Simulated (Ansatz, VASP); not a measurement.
**ZrB2 in VASP and in Ansatz**

```xyz
3
Lattice="3.1034 0.0000 -0.0143 -1.5517 2.7213 0.0071 -0.0159 0.0000 3.4324" Properties=species:S:1:pos:R:3 pbc="T T T"
Zr    0.0622    0.0000    0.3385
B    -0.0390    1.8094    1.5469
B     1.5127    0.9119    1.5398
```

Alike in both runs: task single point; functional PBEsol; k mesh 14 × 14 × 10; occupations gaussian, width 0.1 eV; no spin polarisation.

```csv
,VASP,Ansatz
version,VASP 6.6.1,Ansatz 0.2.0
potentials or method,"VASP PAW PBE potentials, release 64 (Zr_sv, B)","scalar-relativistic, plane waves, PAW"
plane-wave cutoff (eV),520,420
valence electrons in the cell,18,18
```

VASP gave:

| Item | Value |
| --- | --- |
| gap on the k mesh at the Fermi level (eV) | none |
| pressure (GPa) | 46.2 |
| largest component of the traceless stress (GPa) | 17.10 |
| rms of the force components (eV/Å) | 4.168 |

Q: What did Ansatz give for the same quantities?

A: gap on the k mesh at the Fermi level (eV): none; pressure (GPa): 45.6; largest component of the traceless stress (GPa): 17.03; rms of the force components (eV/Å): 4.141.

Atom by atom the forces differ by 0.028 eV/Å (rms over components). A gap of «none» marks a metal or a gap that the smearing closes.

Caveats: so large a pressure means that the cell lies far from this level's equilibrium, or that cutoff or potentials fall short (VASP); the potentials were made for another functional, which shifts forces and pressure (VASP).
